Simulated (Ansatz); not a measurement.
**SiRu under changes of volume**

One of the cells (13.049 Å³/atom); the others are scaled copies at fixed shape and fractional positions:

```xyz
8
Lattice="4.7086 0.0000 0.0000 0.0000 4.7086 0.0000 0.0000 0.0000 4.7086" Properties=species:S:1:pos:R:3 pbc="T T T"
Ru    0.6093    0.6093    0.6093
Ru    1.7450    4.0993    2.9636
Ru    2.9636    1.7450    4.0993
Ru    4.0993    2.9636    1.7450
Si    3.9438    3.9438    3.9438
Si    3.1191    0.7648    1.5895
Si    1.5895    3.1191    0.7648
Si    0.7648    1.5895    3.1191
```

The cell comes from a database or a generator and needn't be the stable form of this composition.

| Item | Value |
| --- | --- |
| Program | Ansatz 0.2.0 |
| Functional | PBEsol |
| Potentials or basis | Ansatz PAW |
| Cutoff | 420 eV (not typed: the program's choice for these potentials) |
| k mesh | 6 × 6 × 6 |
| Occupations | fermi-dirac, width 0.05 eV |
| Spin | no spin polarisation |

```tsv
volume (Å³/atom)	energy over the lowest point (meV/atom)	pressure (GPa)	gap on the mesh (eV)	largest force (eV/Å)
12.266	29.37	15.5	0.28	0.499
12.527	?	?	?	?
12.788	0.24	2.9	0.27	0.186
13.049	0.00	-2.4	0.27	0.046
13.310	7.97	-7.2	0.26	0.084
13.571	23.27	-11.4	0.26	0.204
13.832	45.11	-15.2	0.25	0.315
```

Problem. What does the run at 12.527 Å³/atom give?

Solution. Energy over the lowest point 9.67 meV/atom; pressure 8.8 GPa; gap on the mesh 0.28 eV; largest force 0.336 eV/Å.

Worked out: A Birch-Murnaghan fit of order 3 (a polynomial in V^(-2/3)) to the other rows has its minimum at 12.92 Å³/atom with B0 = V·E''(V) = 263 GPa and B' = 4.6 at fixed shape and positions, which overstates the stiffness. It gives 9.66 meV/atom at 12.527 Å³/atom, against the run's 9.67, and -dE/dV = 8.8 GPa, against 8.8. A straight line through the other rows of the gap, of slope -0.235 eV per unit of ln V, gives 0.28 eV, against the run's 0.28.

Energies are extrapolated to zero smearing.

Caveats: the PAW data sets come from PBE, with cores solved anew for the run's functional, which leaves a small shift of forces and pressure.

A mesh can miss the band edges. Spin-orbit coupling on Ru is left out.
